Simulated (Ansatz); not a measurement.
# AlN: the cost of one run

Program: Ansatz 0.2.0. Level of theory: DFT LDA, scalar-relativistic, plane waves, PAW. These are calculated values, not measurements.

### 1 Starting point

It takes space group P6_3mc (No. 186, hexagonal). The conventional cell has a = 3.089 Å, b = 3.089 Å, c = 4.944 Å, α = 90.00°, β = 90.00°, γ = 120.00°. Al (site symmetry 3m) has 4 N at 1.88 to 1.89 Å as nearest neighbours. N (site symmetry 3m) is surrounded by 4 Al at 1.88 to 1.89 Å.

Coordinates:

```
CELL_PARAMETERS angstrom
3.08862 0.00000 0.00000
-1.54431 2.67482 0.00000
0.00000 0.00000 4.94358
ATOMIC_POSITIONS crystal
Al 0.33333 0.66667 0.00152
Al 0.66667 0.33333 0.50152
N 0.33333 0.66667 0.38348
N 0.66667 0.33333 0.88348
```

It is the result of an earlier relaxation at this level (volume 10.21 Å³/atom; gap on the mesh: 4.42 eV).

### 2 Plan of the line

The energy is mapped over two normal modes frozen in (zone-centre modes of the cell shown).

The axes are (1) amplitude of mode 4 (239 cm⁻¹), largest displacement: 7 values from −0.086 Å; (2) amplitude of mode 5 (239 cm⁻¹), largest displacement: 7 values from −0.086 Å.

Nothing else is relaxed (the cell and all other modes fixed). Energies count from the relaxed high-symmetry cell. Points are written as (first, second).

The modes come from a phonon run on the reference cell, made beforehand.

The patterns, per unit of each coordinate (Å):

| atom | x1 | y1 | z1 | x2 | y2 | z2 |
| --- | --- | --- | --- | --- | --- | --- |
| Al1 | 1.000 | 0.000 | 0.000 | 0.000 | 1.000 | 0.000 |
| Al2 | -1.000 | 0.000 | 0.000 | 0.000 | -1.000 | 0.000 |
| N3 | -0.892 | 0.000 | 0.000 | 0.000 | -0.892 | 0.000 |
| N4 | 0.892 | 0.000 | 0.000 | 0.000 | 0.892 | 0.000 |

### 3 Point (−0.086 Å, −0.086 Å)

Contents of input.yaml:

```yaml
crystal:
  lattice:
    - [3.0886152929, 0.0, 0.0]
    - [-1.5443076465, 2.6748193062, 0.0]
    - [0.0, 0.0, 4.9435842906]
  atoms:
    - { symbol: Al, position: [0.2894132882, 0.6345149621, 0.0015210182] }
    - { symbol: Al, position: [0.7105867118, 0.3654850379, 0.5015210182] }
    - { symbol: "N", position: [0.372530741, 0.6953611606, 0.3834789818] }
    - { symbol: "N", position: [0.627469259, 0.3046388394, 0.8834789818] }
basis:
  ecutwfc: 520.0
kpoints:
  mp_grid: { grid: [9, 9, 6] }
hamiltonian:
  xc: lda
  pseudopotentials: { kind: paw, azcp: { folder: soft_1 } }
scf:
  occupations: { method: gaussian, width: 0.05 }
output:
  forces: true
  stress: true
  eigenvalues: true
```

Run with:

```bash
> ansatz run input.yaml --threads 1 --pin off --max-ram 2048MiB --backend cpu --events-out ev --progress --plain --runs-dir out
```

What time and memory should one allow on 1 thread of Arm Neoverse N1, shared host?

About 16 s, with a peak of 0.38 GiB.
